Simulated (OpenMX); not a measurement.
Runs of OpenMX 3.8.5 on Al2Pt. The structure is cubic, space group Fm-3m (No. 225). Conventional cell: a = 5.910 Å, b = 5.910 Å, c = 5.910 Å, α = 90.00°, β = 90.00°, γ = 90.00°. Pt (site symmetry m-3m) has 8 Al at 2.56 Å as nearest neighbours. Al (site symmetry -43m) is surrounded by 4 Pt at 2.56 Å. 

| level | gap on the mesh (eV) | pressure (GPa) |
| --- | --- | --- |
| PBE | none | 2.7 |
| PBE+D3 | none | (a) |
| PBE+D3(BJ) | none | -1.5 |
| PBE+D4 | none | -1.2 |

Alike in all rows: task single point; potentials or basis OpenMX 2013 PBE set, Pt7.0-s3p2d2f1, Al7.0-s2p2d1, grid cutoff 400 Ry; no spin polarisation; cell as given; k mesh 7 × 7 × 7; smearing fermi-dirac 0.05 eV.

Task: Fill in the values left out.

Result: (a) -1.6.

Caveats: the basis of atomic orbitals isn't converged, which shifts pressures, moduli and gaps; pairwise dispersion overbinds metals, which lowers pressure and volume (some runs).

A k mesh can miss the band edges, and the runs leave out spin-orbit coupling on Pt.

A gap of «none» marks a metal or a gap under the smearing width.
